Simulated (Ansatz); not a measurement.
ZrN:

```xyz
2
Lattice="0.0000 2.3000 2.3000 2.3000 0.0000 2.3000 2.3000 2.3000 0.0000" Properties=species:S:1:pos:R:3 pbc="T T T"
Zr    2.3000    2.3000    2.3000
N     0.0000    0.0000    0.0000
```

Base run:

| Property | Result |
| --- | --- |
| Program | Ansatz 0.2.0 |
| Functional | LDA |
| Potentials or basis | all-electron LAPW, scalar-relativistic |
| Cutoff | 280 eV (chosen from the basis error) |
| Basis error allowed | 0.001 eV/atom |
| k mesh | 10 × 10 × 10 |
| Occupations | gaussian, width 0.02 eV |
| Spin | no spin polarisation |

Its results: pressure -12.6 GPa.

The run is repeated on the same cell with these changes: functional from LDA to PBEsol; occupations from gaussian, width 0.02 eV to fermi-dirac, width 0.05 eV. What comes out?

Pressure -7.8 GPa.
